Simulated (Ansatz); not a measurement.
**Sb: band structure with PBEsol**

Sb:

```xyz
1
Lattice="3.1600 0.0000 0.0000 0.0000 3.1600 0.0000 0.0000 0.0000 3.1600" Properties=species:S:1:pos:R:3 pbc="T T T"
Sb    0.0000    0.0000    0.0000
```

This isn't the form of Sb at room conditions, which is rhombohedral.

| Property | Result |
| --- | --- |
| Program | Ansatz 0.2.0 |
| Task | band structure |
| Functional | PBEsol |
| Potentials or basis | Ansatz PAW accurate |
| Cutoff | 430 eV |
| Density cutoff | 1720 eV |
| k mesh | 8 × 8 × 8 |
| Occupations | fermi-dirac, width 0.05 eV |
| Spin | no spin polarisation |
| Driver | chain |
| Path | [["G", "X", "M", "G", "R", "X"], ["M", "R"]] |
| Points for each segment of the path | 14 |

| Item | Value |
| --- | --- |
| Pressure | -4.7 GPa |
| Band gap on the k mesh | none (metal or under the smearing width) |

Levels at the corners of the path, in eV from the Fermi level:
```tsv
point	band 4	band 5	band 6	band 7	band 8	band 9	band 10	band 11
Γ	-28.84	-28.84	-11.93	3.17	3.17	3.17	7.12	7.12
X	-28.85	-28.83	-9.70	-5.16	5.00	5.00	9.38	10.38
M	-28.87	-28.78	-7.37	-3.23	-3.23	2.39	6.82	13.02
Γ	-28.84	-28.84	-11.93	3.17	3.17	3.17	7.12	7.12
R	-28.77	-28.77	-4.83	-1.44	-1.44	-1.44	5.00	5.00
X	-28.85	-28.83	-9.70	-5.16	5.00	5.00	9.38	10.38
M	-28.87	-28.78	-7.37	-3.23	-3.23	2.39	6.82	13.02
R	-28.77	-28.77	-4.83	-1.44	-1.44	-1.44	5.00	5.00
```

Run time: 2.6 s on 2 threads of Arm Neoverse V1, with other jobs on the host, peak memory 0.41 GiB.

Caveat: spin-orbit coupling is left out, which moves the levels of the heavy elements.
